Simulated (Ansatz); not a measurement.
## Li$_{2}$S: from a first guess to the relaxed fluorite type

First guess:

```yaml
crystal:
  lattice:
    - [0.00000, 2.59711, 2.59711]
    - [2.59711, 0.00000, 2.59711]
    - [2.59711, 2.59711, 0.00000]
  atoms:
    - { symbol: S, position: [0.00000, 0.00000, 0.00000] }
    - { symbol: Li, position: [0.25000, 0.25000, 0.25000] }
    - { symbol: Li, position: [0.75000, 0.75000, 0.75000] }
```

All numbers below come from DFT, PBE, PAW with Ansatz's default frozen-core files, scalar-relativistic (Ansatz 0.2.0).

Cell and atoms relax within the symmetry of the start on a 12×12×12 k mesh with 0.08 eV Fermi–Dirac smearing.

The start is built from a prototype, known or not as a phase of this compound; the cutoff is 420 eV.

Q: What is the pressure of the first guess?

A: 19.72 GPa.

Q: What does it relax to?

A: a = 5.706 Å, b = 5.706 Å, c = 5.706 Å, α = 90.00°, β = 90.00°, γ = 90.00° (conventional cell), 15.48 Å³ per atom:
```
CELL_PARAMETERS angstrom
0.00000 2.85280 2.85280
2.85280 0.00000 2.85280
2.85280 2.85280 0.00000
ATOMIC_POSITIONS crystal
S 0.00000 0.00000 0.00000
Li 0.25000 0.25000 0.25000
Li 0.75000 0.75000 0.75000
```

Q: How much energy does the relaxation release?

A: 186 meV/atom.
